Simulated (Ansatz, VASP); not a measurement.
# ZnSe: VASP beside Ansatz

```
Zn Se
1.0
     0.00000    2.80410    2.80410
     2.80410    0.00000    2.80410
     2.80410    2.80410    0.00000
Zn Se
1 1
Direct
  0.00000 0.00000 0.00000
  0.25000 0.25000 0.25000
```

Change from the starting cell: hydrostatic strain -1.0%.

Alike in both runs: task single point; functional PBE; k mesh 8 × 8 × 8; occupations fermi-dirac, width 0.02 eV; no spin polarisation.

```csv
,VASP,Ansatz
version,VASP 6.6.1,Ansatz 0.2.0
potentials or method,"VASP PAW PBE potentials, release 64 (Zn, Se)","plane waves, PAW"
plane-wave cutoff (eV),520,420
valence electrons in the cell,18,28
```

```tsv
	VASP	Ansatz	Ansatz less VASP
gap on the k mesh at the Fermi level (eV)	1.42	1.42	-0.003
pressure (GPa)	4.6	4.3	-0.26
```

The two sets of potentials don't hold the same shells in valence.
